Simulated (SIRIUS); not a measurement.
# MnS (F-43m) in SIRIUS: band structure with BLYP

Aim: the band structure of MnS with BLYP.

All numbers are computed with SIRIUS 7.12.0; they aren't measurements. Logs are shortened: lines on timing, memory, paths and dates and some standing lists are left out, and cuts for length are marked. The log counts tension as positive stress, the text compression.

## Step 1: The crystal as given

It takes space group F-43m (No. 216, cubic). Conventional cell: a = 4.947 Å, b = 4.947 Å, c = 4.947 Å, α = 90.00°, β = 90.00°, γ = 90.00°. Mn (site symmetry -43m) has 4 S at 2.14 Å as nearest neighbours. S (site symmetry -43m) is surrounded by 4 Mn at 2.14 Å.

The cell is a database's computed one.

## Step 2: Band structure, BLYP, non-collinear spin, ferromagnetic start, spin-orbit coupling

File sirius.json:

```json
{
  "control": {
    "processing_unit": "cpu",
    "std_evp_solver_name": "lapack",
    "gen_evp_solver_name": "lapack",
    "verbosity": 2,
    "print_forces": true,
    "ortho_rf": true,
    "use_second_variation": true,
    "rmt_max": 3.0,
    "num_bands_to_print": 24,
    "save_wf": true
  },
  "parameters": {
    "electronic_structure_method": "full_potential_lapwlo",
    "xc_functionals": ["XC_GGA_X_B88", "XC_GGA_C_LYP"],
    "core_relativity": "dirac",
    "valence_relativity": "iora",
    "num_fv_states": 32,
    "smearing": "fermi_dirac",
    "smearing_width": 0.0036749322,
    "pw_cutoff": 23,
    "gk_cutoff": 4.33,
    "lmax_apw": 10,
    "lmax_rho": 8,
    "lmax_pot": 8,
    "num_mag_dims": 3,
    "auto_rmt": 0,
    "ngridk": [9, 9, 9],
    "shiftk": [0, 0, 0],
    "num_dft_iter": 80,
    "energy_tol": 1e-07,
    "density_tol": 1e-05,
    "use_symmetry": true,
    "so_correction": true
  },
  "settings": {"tol_ne": 1e-10},
  "iterative_solver": {"type": "exact"},
  "mixer": {"type": "anderson", "beta": 0.4, "max_history": 8},
  "unit_cell": {
    "lattice_vectors": [[0.0, 4.6741684414, 4.6741684414], [4.6741684414, 0.0, 4.6741684414], [4.6741684414, 4.6741684414, 0.0]],
    "atom_types": ["Mn", "S"],
    "atom_files": {"Mn": "Mn.json", "S": "S.json"},
    "atoms": {"Mn": [[0.0, 0.0, 0.0, 0.0, 0.0, 4.0]], "S": [[0.75, 0.75, 0.75, 0.0, 0.0, 0.0]]}
  }
}
```

File Mn.json:

```json
{
  "name": "manganese",
  "symbol": "Mn",
  "number": 25,
  "mass": 54.938045,
  "rmin": 1e-06,
  "rmt": 2.03,
  "nrmt": 800,
  "rinf": 15.98,
  "core": "1s2s2p",
  "valence": [
    {"basis": [{"enu": 0.09, "dme": 0, "n": 0, "auto": 0}, {"enu": 0.09, "dme": 1, "n": 0, "auto": 0}]},
    {"l": 0, "n": 1, "basis": [{"enu": 0.19, "dme": 0, "n": 0, "auto": 0}]},
    {"l": 1, "n": 2, "basis": [{"enu": 0.19, "dme": 0, "n": 0, "auto": 0}]},
    {"l": 2, "n": 3, "basis": [{"enu": 0.19, "dme": 0, "n": 0, "auto": 0}]},
    {"l": 3, "n": 4, "basis": [{"enu": 0.19, "dme": 0, "n": 0, "auto": 0}]}
  ],
  "lo": [
    {"l": 0, "basis": [{"enu": 0.19, "dme": 0, "n": 0, "auto": 0}, {"enu": 0.19, "dme": 1, "n": 0, "auto": 0}]},
    {
      "l": 0,
      "basis": [{"enu": -2.749, "dme": 0, "n": 3, "auto": 1}, {"enu": -2.749, "dme": 1, "n": 3, "auto": 1}]
    },
    {"l": 0, "basis": [{"enu": -2.749, "dme": 1, "n": 3, "auto": 1}, {"enu": 0.19, "dme": 0, "n": 0, "auto": 0}]},
    {"l": 0, "basis": [{"enu": 0.19, "dme": 0, "n": 0, "auto": 0}, {"enu": 4.0726, "dme": 0, "n": 0, "auto": 0}]},
    {"l": 1, "basis": [{"enu": 0.19, "dme": 0, "n": 0, "auto": 0}, {"enu": 0.19, "dme": 1, "n": 0, "auto": 0}]},
    {
      "l": 1,
      "basis": [{"enu": -1.6172, "dme": 0, "n": 3, "auto": 1}, {"enu": -1.6172, "dme": 1, "n": 3, "auto": 1}]
    },
    {
      "l": 1,
      "basis": [{"enu": -1.6172, "dme": 1, "n": 3, "auto": 1}, {"enu": 0.19, "dme": 0, "n": 0, "auto": 0}]
    },
    {"l": 1, "basis": [{"enu": 0.19, "dme": 0, "n": 0, "auto": 0}, {"enu": 4.655, "dme": 0, "n": 0, "auto": 0}]},
    {"l": 2, "basis": [{"enu": 0.19, "dme": 0, "n": 0, "auto": 0}, {"enu": 0.19, "dme": 1, "n": 0, "auto": 0}]},
    {"l": 2, "basis": [{"enu": 0.19, "dme": 1, "n": 0, "auto": 0}, {"enu": 0.19, "dme": 2, "n": 0, "auto": 0}]},
    {"l": 2, "basis": [{"enu": 0.19, "dme": 0, "n": 0, "auto": 0}, {"enu": 3.9756, "dme": 0, "n": 0, "auto": 0}]},
    {"l": 3, "basis": [{"enu": 0.19, "dme": 0, "n": 0, "auto": 0}, {"enu": 0.19, "dme": 1, "n": 0, "auto": 0}]},
    {"l": 3, "basis": [{"enu": 0.19, "dme": 0, "n": 0, "auto": 0}, {"enu": 4.4124, "dme": 0, "n": 0, "auto": 0}]}
  ],
  "free_atom": [... radial grid and density of the free atom, the start of the SCF ...]
}
```

File S.json:

```json
{
  "name": "sulphur",
  "symbol": "S",
  "number": 16,
  "mass": 32.065,
  "rmin": 1e-06,
  "rmt": 1.95,
  "nrmt": 800,
  "rinf": 13.52,
  "core": "1s",
  "valence": [
    {"basis": [{"enu": 0.09, "dme": 0, "n": 0, "auto": 0}, {"enu": 0.09, "dme": 1, "n": 0, "auto": 0}]},
    {"l": 0, "n": 1, "basis": [{"enu": 0.0534, "dme": 0, "n": 0, "auto": 0}]},
    {"l": 1, "n": 2, "basis": [{"enu": 0.19, "dme": 0, "n": 0, "auto": 0}]},
    {"l": 2, "n": 3, "basis": [{"enu": 0.19, "dme": 0, "n": 0, "auto": 0}]},
    {"l": 3, "n": 4, "basis": [{"enu": 0.19, "dme": 0, "n": 0, "auto": 0}]}
  ],
  "lo": [
    {
      "l": 0,
      "basis": [{"enu": 0.0534, "dme": 0, "n": 0, "auto": 0}, {"enu": 0.0534, "dme": 1, "n": 0, "auto": 0}]
    },
    {
      "l": 0,
      "basis": [{"enu": 0.0534, "dme": 1, "n": 0, "auto": 0}, {"enu": 0.0534, "dme": 2, "n": 0, "auto": 0}]
    },
    {
      "l": 0,
      "basis": [{"enu": -7.2863, "dme": 0, "n": 2, "auto": 1}, {"enu": -7.2863, "dme": 1, "n": 2, "auto": 1}]
    },
    {
      "l": 0,
      "basis": [{"enu": 0.0534, "dme": 0, "n": 0, "auto": 0}, {"enu": 3.2092, "dme": 0, "n": 0, "auto": 0}]
    },
    {"l": 1, "basis": [{"enu": 0.19, "dme": 0, "n": 0, "auto": 0}, {"enu": 0.19, "dme": 1, "n": 0, "auto": 0}]},
    {
      "l": 1,
      "basis": [{"enu": -5.2982, "dme": 0, "n": 2, "auto": 1}, {"enu": -5.2982, "dme": 1, "n": 2, "auto": 1}]
    },
    {
      "l": 1,
      "basis": [{"enu": -5.2982, "dme": 1, "n": 2, "auto": 1}, {"enu": 0.19, "dme": 0, "n": 0, "auto": 0}]
    },
    {"l": 1, "basis": [{"enu": 0.19, "dme": 0, "n": 0, "auto": 0}, {"enu": 5.0289, "dme": 0, "n": 0, "auto": 0}]},
    {"l": 2, "basis": [{"enu": 0.19, "dme": 0, "n": 0, "auto": 0}, {"enu": 0.19, "dme": 1, "n": 0, "auto": 0}]},
    {"l": 2, "basis": [{"enu": 0.19, "dme": 1, "n": 0, "auto": 0}, {"enu": 0.19, "dme": 2, "n": 0, "auto": 0}]},
    {"l": 2, "basis": [{"enu": 0.19, "dme": 0, "n": 0, "auto": 0}, {"enu": 4.2926, "dme": 0, "n": 0, "auto": 0}]},
    {"l": 3, "basis": [{"enu": 0.19, "dme": 0, "n": 0, "auto": 0}, {"enu": 0.19, "dme": 1, "n": 0, "auto": 0}]}
  ],
  "free_atom": [... radial grid and density of the free atom, the start of the SCF ...]
}
```

File sirius_start.json:

```json
{
  "control": {
    "processing_unit": "cpu",
    "std_evp_solver_name": "lapack",
    "gen_evp_solver_name": "lapack",
    "verbosity": 1,
    "print_forces": false,
    "ortho_rf": true,
    "use_second_variation": true,
    "rmt_max": 3.0,
    "num_bands_to_print": 24,
    "save_wf": false
  },
  "parameters": {
    "electronic_structure_method": "full_potential_lapwlo",
    "xc_functionals": ["XC_LDA_X", "XC_LDA_C_PW"],
    "core_relativity": "dirac",
    "valence_relativity": "iora",
    "num_fv_states": 32,
    "smearing": "fermi_dirac",
    "smearing_width": 0.0055123983,
    "pw_cutoff": 23,
    "gk_cutoff": 3.47,
    "lmax_apw": 10,
    "lmax_rho": 8,
    "lmax_pot": 8,
    "num_mag_dims": 3,
    "auto_rmt": 0,
    "ngridk": [4, 4, 4],
    "shiftk": [0, 0, 0],
    "num_dft_iter": 30,
    "energy_tol": 0.01,
    "density_tol": 0.05,
    "use_symmetry": true,
    "so_correction": true
  },
  "settings": {"tol_ne": 1e-10},
  "iterative_solver": {"type": "exact"},
  "mixer": {"type": "anderson", "beta": 0.4, "max_history": 8},
  "unit_cell": {
    "lattice_vectors": [[0.0, 4.6741684414, 4.6741684414], [4.6741684414, 0.0, 4.6741684414], [4.6741684414, 4.6741684414, 0.0]],
    "atom_types": ["Mn", "S"],
    "atom_files": {"Mn": "Mn.json", "S": "S.json"},
    "atoms": {"Mn": [[0.0, 0.0, 0.0, 0.0, 0.0, 4.0]], "S": [[0.75, 0.75, 0.75, 0.0, 0.0, 0.0]]}
  }
}
```

File sirius_bands.json:

```json
{
  "control": {
    "processing_unit": "cpu",
    "std_evp_solver_name": "lapack",
    "gen_evp_solver_name": "lapack",
    "verbosity": 2,
    "print_forces": true,
    "ortho_rf": true,
    "use_second_variation": true,
    "rmt_max": 3.0,
    "num_bands_to_print": 24,
    "save_wf": true
  },
  "parameters": {
    "electronic_structure_method": "full_potential_lapwlo",
    "xc_functionals": ["XC_GGA_X_B88", "XC_GGA_C_LYP"],
    "core_relativity": "dirac",
    "valence_relativity": "iora",
    "num_fv_states": 32,
    "smearing": "fermi_dirac",
    "smearing_width": 0.0036749322,
    "pw_cutoff": 23,
    "gk_cutoff": 4.33,
    "lmax_apw": 10,
    "lmax_rho": 8,
    "lmax_pot": 8,
    "num_mag_dims": 3,
    "auto_rmt": 0,
    "ngridk": [9, 9, 9],
    "shiftk": [0, 0, 0],
    "num_dft_iter": 80,
    "energy_tol": 1e-07,
    "density_tol": 1e-05,
    "use_symmetry": true,
    "so_correction": true
  },
  "settings": {"tol_ne": 1e-10},
  "iterative_solver": {"type": "exact"},
  "mixer": {"type": "anderson", "beta": 0.4, "max_history": 8},
  "unit_cell": {
    "lattice_vectors": [[0.0, 4.6741684414, 4.6741684414], [4.6741684414, 0.0, 4.6741684414], [4.6741684414, 4.6741684414, 0.0]],
    "atom_types": ["Mn", "S"],
    "atom_files": {"Mn": "Mn.json", "S": "S.json"},
    "atoms": {"Mn": [[0.0, 0.0, 0.0, 0.0, 0.0, 4.0]], "S": [[0.75, 0.75, 0.75, 0.0, 0.0, 0.0]]}
  },
  "kpoints_rel": {
    "G": [0.0, 0.0, 0.0],
    "K": [0.375, 0.375, 0.75],
    "L": [0.5, 0.5, 0.5],
    "U": [0.625, 0.25, 0.625],
    "W": [0.5, 0.25, 0.75],
    "X": [0.5, 0.0, 0.5]
  },
  "kpoints_path": ["G", "X", "W", "K", "G", "L", "U", "W", "L", "K"]
}
```

Potentials or basis: all-electron FP-LAPW, apw+lo standard.

Command:

```
$ OMP_NUM_THREADS=1 sirius.scf --input=sirius_start.json --output=start.json
$ OMP_NUM_THREADS=1 sirius.scf --input=sirius.json --output=output.json --task=1
$ OMP_NUM_THREADS=1 sirius.scf --input=sirius_bands.json --output=bands_out.json --task=2
```

What it wrote:

```text
[info] SIRIUS version : 7.12.0
[info] number of MPI ranks           : 1
[info] MPI grid                      : 1 1
[info] maximum number of OMP threads : 1
[fft] FFT context for density and potential
[fft] =====================================
[fft]   plane wave cutoff                     : 23
[fft]   grid size                             : 54 54 54   total : 157464
[fft]   grid limits                           : -26 27   -26 27   -26 27
[fft]   number of G-vectors within the cutoff : 41871
[fft]   number of G-shells                    : 1109
[fft] FFT context for coarse grid
[fft] =====================================
[fft]   plane wave cutoff                     : 8.66
[fft]   grid size                             : 24 24 24   total : 13824
[fft]   grid limits                           : -11 12   -11 12   -11 12
[fft]   number of G-vectors within the cutoff : 2229
[fft]   number of G-shells                    : 84
[unit cell] lattice vectors
[unit cell]   a1 :       0.0000000000      4.6741684414      4.6741684414
[unit cell]   a2 :       4.6741684414      0.0000000000      4.6741684414
[unit cell]   a3 :       4.6741684414      4.6741684414      0.0000000000
[unit cell] reciprocal lattice vectors
[unit cell]   b1 :      -0.6721179806      0.6721179806      0.6721179806
[unit cell]   b2 :       0.6721179806     -0.6721179806      0.6721179806
[unit cell]   b3 :       0.6721179806      0.6721179806     -0.6721179806
[unit cell] unit cell volume :       204.24106775 [a.u.^3]
[unit cell] 1/sqrt(omega)    :         0.06997267
[unit cell] MT volume        :        66.10037445 (32.36%)
[unit cell] IT volume        :       138.14069330 (67.64%)
[unit cell] number of atom types : 2
[unit cell] type id : 0 symbol : Mn mt_radius :   2.030000 num_atoms : 1
[... 447 lines left out ...]
[find] iteration : 1, RMS (target) : 1.4529e-01 (1.0000e-05) , energy difference (target) : 2.7568e-03 (1.0000e-07)
[find] total moment          : [  0.00000,   0.00000,   0.25892], magnitude : 0.258923
[find] Total energy                   :   -1558.30354537 (Ha),   -3116.60709074 (Ry)
[... 47 lines left out ...]
[find] valence_eval_sum               :     -58.14474159
[find] core_eval_sum                  :    -836.57278088
[find] kinetic energy                 :    1574.69185513
[find] enuc                           :   -1870.50315343
[find] <rho|V^{XC}>                   :    -101.37625353
[find] <rho|E^{XC}>                   :     -78.48257328
[find] <mag|B^{XC}>                   :      -0.00001736
[find] <rho|V^{H}>                    :   -2368.03310671
[find] smearing (-TS)                 :      -0.00262937
[find] SCF correction                 :       0.00001054
[find] Total energy                   :   -1558.31041440 (Ha),   -3116.62082880 (Ry)
[find] Free energy (E-TS)             :   -1558.31304377 (Ha),   -3116.62608753 (Ry)
[find] band gap (eV)                  :       0.00000000
[find] Efermi                         :       0.31012106
[find] iteration : 14, RMS (target) : 5.6233e-06 (1.0000e-05) , energy difference (target) : 2.1668e-08 (1.0000e-07)
[find] converged after 15 SCF iterations!
[find] Charges and magnetic moments
[find] --------------------------------------------------------------------------------
[find] atom      charge    core leakage                 moment                |moment|
[find] --------------------------------------------------------------------------------
[find]    0   23.250277    5.216303e-10  [  0.00000,  -0.00000,   0.02558]    0.025582
[find]    1   13.938812    0.000000e+00  [  0.00000,   0.00000,  -0.00097]    0.000966
[find] total core leakage    : 5.21630266e-10
[find] interstitial charge   : 3.810910
[find] interstitial moment   : [ -0.00000,   0.00000,   0.00322], magnitude : 0.003220
[find] total charge          : 40.999999
[find] total moment          : [ -0.00000,   0.00000,   0.02784], magnitude : 0.027835
[find] Energy
[find] --------------------------------------------------------------------------------
[find] valence_eval_sum               :     -58.14474159
[find] core_eval_sum                  :    -836.57278088
[find] kinetic energy                 :    1574.69185513
[find] enuc                           :   -1870.50315343
[find] <rho|V^{XC}>                   :    -101.37625353
[find] <rho|E^{XC}>                   :     -78.48257328
[find] <mag|B^{XC}>                   :      -0.00001736
[find] <rho|V^{H}>                    :   -2368.03310671
[find] smearing (-TS)                 :      -0.00262937
[find] SCF correction                 :       0.00001054
[find] Total energy                   :   -1558.31041440 (Ha),   -3116.62082880 (Ry)
[find] Free energy (E-TS)             :   -1558.31304377 (Ha),   -3116.62608753 (Ry)
[find] band gap (eV)                  :       0.00000000
[find] Efermi                         :       0.31012106
[ground_state]
[ground_state] ==== total Forces in Ha/bohr =====
[ground_state] atom:    0, force:       0.0000000      0.0000000      0.0000000
[ground_state] atom:    1, force:       0.0000000      0.0000000      0.0000000
[ground_state] ==== contribution from density =====
[ground_state] atom:    0, force:       0.0000000      0.0000000      0.0000000
[ground_state] atom:    1, force:       0.0000000      0.0000000      0.0000000
[ground_state] ==== contribution from Hartree potential =====
[ground_state] atom:    0, force:       0.0000000      0.0000000      0.0000000
[ground_state] atom:    1, force:       0.0000000      0.0000000      0.0000000
[ground_state] ==== contribution from IBS =====
[ground_state] atom:    0, force:       0.0000000      0.0000000      0.0000000
[ground_state] atom:    1, force:       0.0000000      0.0000000      0.0000000
```

Wall time 6.3 min (1 thread of Arm Neoverse V1, shared host); peak memory 1.5 GiB.

What came out:

- Band gap along the path: none (metal or under the smearing width)
- All electrons inside the program's atomic spheres: Mn 23.25; S 13.94 (radii Mn 2.03, S 1.95 bohr)

Levels at the corners of the path, in eV from the Fermi level:
```csv
point,band 26,band 27,band 28,band 29,band 30,band 31,band 32,band 33,band 34,band 35
Γ,-0.83,-0.80,-0.80,3.68,3.68,3.68,3.69,3.69,3.69,3.96
X,-1.61,-0.24,-0.22,-0.18,-0.14,0.27,0.27,0.31,0.31,5.69
W,-1.71,-0.98,-0.90,-0.18,-0.15,0.51,0.55,1.28,1.36,7.21
K,-1.61,-0.60,-0.55,-0.33,-0.29,0.73,0.81,1.03,1.07,6.19
Γ,-0.83,-0.80,-0.80,3.68,3.68,3.68,3.69,3.69,3.69,3.96
L,-0.56,-0.54,-0.52,-0.28,-0.27,1.91,1.92,1.93,1.93,5.61
U,-1.61,-0.59,-0.56,-0.32,-0.30,0.72,0.82,1.02,1.07,6.19
W,-1.71,-0.98,-0.90,-0.18,-0.15,0.51,0.55,1.28,1.36,7.21
L,-0.56,-0.54,-0.52,-0.28,-0.27,1.91,1.92,1.93,1.93,5.61
K,-1.61,-0.60,-0.55,-0.33,-0.29,0.73,0.81,1.03,1.07,6.19
```

Caveat: the starting moments collapsed, and a magnetic state may lie lower; spin-orbit coupling enters by second variation, whose total energy isn't converged in the number of states and isn't listed, and the forces lack its term; few first-variational states were used for spin-orbit coupling, so levels can be off by a tenth of an eV or more; semilocal functionals often make such compounds metallic where correlation or magnetic order opens a gap, which also shifts bond lengths.
